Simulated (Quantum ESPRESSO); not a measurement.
## SnO: dielectric tensor with PBE

The system is SnO.

```
CELL_PARAMETERS angstrom
3.81370 0.00000 0.00000
0.00000 3.81370 0.00000
0.00000 0.00000 4.88691
ATOMIC_POSITIONS crystal
Sn 0.50000 0.00000 0.76463
Sn 0.00000 0.50000 0.23537
O 0.00000 0.00000 0.00000
O 0.50000 0.50000 0.00000
```

The cell is a database's computed one.

- Program: Quantum ESPRESSO 7.5
- Task: dielectric tensor
- Functional: PBE
- Potentials or basis: PseudoDojo 0.4.1 SR PBE standard
- Cutoff: 1143 eV
- Density cutoff: 4572 eV
- k mesh: 6 × 6 × 4, shifted
- Occupations: fermi-dirac, width 0.05 eV
- Spin: no spin polarisation
- Mixing beta: 0.5
- Most SCF iterations: 120
- SCF threshold: 8e-10 Ry

```yaml
Pressure: 4.1 GPa
Largest_force: 0.452 eV/Å
Electronic_dielectric_tensor_diagonal: 8.13, 8.13, 7.05
Born_charges_mean_of_the_diagonal: Sn +3.03; O -3.03 e
```

Forces on the atoms (eV/Å):
```
Sn   0.000  0.000 -0.452
Sn   0.000  0.000  0.452
O    0.000  0.000  0.000
O    0.000  0.000  0.000
```

Stress tensor (GPa, compression positive):
```
4.51 0.00 0.00
0.00 4.51 0.00
0.00 0.00 3.27
```

Levels at points of the mesh, in eV from the valence-band top:
```
           k point  band 18  band 19  band 20  band 21  band 22  band 23
(0.08, 0.08, 0.12)    -3.35    -2.93     0.00     2.41     3.75     3.95
```

Electronic dielectric tensor:
```
8.13 0.00 0.00
0.00 8.13 0.00
0.00 0.00 7.05
```

Born effective charge tensors (e):
atom 1, Sn
```
3.09 0.00 0.00
0.00 3.09 0.00
0.00 0.00 2.92
```
atom 2, Sn
```
3.09 0.00 0.00
0.00 3.09 0.00
0.00 0.00 2.92
```
atom 3, O
```
-3.09  0.00  0.00
 0.00 -3.09  0.00
 0.00  0.00 -2.91
```
atom 4, O
```
-3.09  0.00  0.00
 0.00 -3.09  0.00
 0.00  0.00 -2.91
```

It took 15 min on 1 thread of Intel(R) Xeon(R) Processor @ 2.50GHz (Skylake/Cascade Lake), with other jobs on the host, peak memory 0.13 GiB.

Caveat: the mesh is thin for the dielectric tensor, Born charges and intensities, which usually come out too large; the cell is more than 3 GPa from zero pressure, which shifts response properties.
